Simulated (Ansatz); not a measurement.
# SnTe: equation of state with PBE

Crystal: SnTe.

```
Te Sn
1.0
     0.00000    3.15085    3.15085
     3.15085    0.00000    3.15085
     3.15085    3.15085    0.00000
Te Sn
1 1
Direct
  0.50000 0.50000 0.50000
  0.00000 0.00000 0.00000
```

```json
{"Program": "Ansatz 0.2.0", "Task": "equation of state", "Functional": "PBE", "Potentials or basis": "Ansatz PAW small core", "Cutoff": "420 eV", "Density cutoff": "1680 eV", "k mesh": "7 × 7 × 7", "Occupations": "fermi-dirac, width 0.05 eV", "Spin": "no spin polarisation"}
```

The equilibrium volume is 32.87 Å³/atom, the bulk modulus is 40 GPa and the pressure derivative of the bulk modulus is 4.4.

Energy against volume, from the lowest point:
| volume (Å³/atom) | energy (meV/atom) |
| --- | --- |
| 29.404 | 55.87 |
| 30.030 | 36.04 |
| 30.656 | 21.00 |
| 31.281 | 10.29 |
| 31.907 | 3.47 |
| 32.532 | 0.15 |
| 33.158 | 0.00 |

All runs of the series together: 5.3 s on 2 threads of Arm Neoverse V2 (shared host).

Caveat: this odd mesh misses L, where the gap lies, so gap, dielectric constants and Born charges aren't listed. Spin-orbit coupling is left out, which matters for the levels of Te.
